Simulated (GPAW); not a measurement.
SiO2:

```
Si O
1.0
     4.23317    0.00000    0.00000
     0.00000    4.23317    0.00000
     0.00000    0.00000    2.69349
Si O
2 4
Direct
  0.00000 0.00000 0.00000
  0.50000 0.50000 0.50000
  0.80684 0.19316 0.50000
  0.30684 0.30684 0.00000
  0.19316 0.80684 0.50000
  0.69316 0.69316 0.00000
```

The cell comes from a database or a generator and needn't be the stable form of this composition.

| Quantity | Value |
| --- | --- |
| Program | GPAW 26.7.0 |
| Task | relaxation of cell and atoms |
| Functional | PBEsol |
| Dispersion | D3 |
| Potentials or basis | PAW data sets generated in the run's folder for this functional |
| Cutoff | 800 eV |
| Basis | pw |
| k mesh | 5 × 5 × 7 |
| Occupations | fermi-dirac, width 0.05 eV |
| Spin | no spin polarisation |

At the start: pressure -5.1 GPa; volume 8.04 Å³/atom.

Q: How do energy, volume and symmetry change on relaxing?

A: Over 8 steps the energy falls by 2.6 meV/atom and the volume is 7.89 Å³/atom (-2.0 %); space group P4_2/mnm (No. 136, to 0.05 Å).

The path:
```csv
step,energy change (eV),largest force (eV/Å),pressure (GPa),volume (Å³)
1,0.0000,0.0642,-5.14,48.27
2,-0.0028,0.0492,-4.67,48.18
3,-0.0143,0.0541,-0.08,47.37
4,-0.0146,0.0284,-0.04,47.37
5,-0.0150,0.0333,0.24,47.34
6,-0.0152,0.0435,0.27,47.33
7,-0.0157,0.0426,0.23,47.31
8,-0.0158,0.0193,0.10,47.32
```

Final structure:
```yaml
crystal:
  lattice:
    - [4.19519, 0.00000, 0.00000]
    - [0.00000, 4.19519, 0.00000]
    - [0.00000, 0.00000, 2.68848]
  atoms:
    - { symbol: Si, position: [0.00000, 0.00000, 0.00000] }
    - { symbol: Si, position: [0.50000, 0.50000, 0.50000] }
    - { symbol: O, position: [0.80568, 0.19432, 0.50000] }
    - { symbol: O, position: [0.30568, 0.30568, 0.00000] }
    - { symbol: O, position: [0.19432, 0.80568, 0.50000] }
    - { symbol: O, position: [0.69432, 0.69432, 0.00000] }
```

Caveat: later steps reuse the first step's grids.
